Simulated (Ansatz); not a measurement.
Crystal: TePt.

```
Pt Te
1.0
     4.26288    0.00000    0.00000
    -2.13144    3.69176    0.00000
     0.00000    0.00000    5.66177
Pt Te
2 2
Direct
  0.00000 0.00000 0.00000
  0.00000 0.00000 0.50000
  0.33333 0.66667 0.25000
  0.66667 0.33333 0.75000
```

Measurements of this composition are mostly on another form, of space group No. 166.

| Quantity | Value |
| --- | --- |
| Program | Ansatz 0.2.0 |
| Task | single point |
| Functional | PBEsol |
| Potentials or basis | Ansatz PAW |
| Cutoff | 420 eV (not typed: the program's choice for these potentials) |
| k mesh | 7 × 7 × 5 |
| Occupations | fermi-dirac, width 0.05 eV |
| Spin | no spin polarisation |

On this cell: pressure -4.9 GPa; largest force under 0.003 eV/Å; band gap on the k mesh none (metal or under the smearing width).

The same run follows on a disturbed copy (atoms moved at random, drawn with an rms of 0.05 Å):

```
Pt Te
1.0
     4.26288    0.00000    0.00000
    -2.13144    3.69176    0.00000
     0.00000    0.00000    5.66177
Pt Te
2 2
Direct
  0.99496 0.98831 0.00616
  0.99613 0.00148 0.49847
  0.33465 0.66674 0.24536
  0.66461 0.33698 0.75650
```

**Question.** What does the disturbed cell give?

**Answer.** The energy (extrapolated to zero smearing) moves by +3.9 meV/atom; pressure -4.8 GPa; largest force 0.335 eV/Å; band gap on the k mesh none (metal or under the smearing width).

Forces in eV/Å, atoms in the order of the input:
```
Pt   0.000  0.121 -0.313
Pt   0.014  0.045  0.288
Te  -0.050 -0.061  0.199
Te   0.037 -0.105 -0.174
```

Stress tensor (GPa, compression positive):
```
-4.16 -0.05 -0.03
-0.05 -4.29  0.05
-0.03  0.05 -5.89
```

Caveats: the PAW data sets come from PBE, with cores solved anew for the run's functional, which leaves a small shift of forces and pressure.
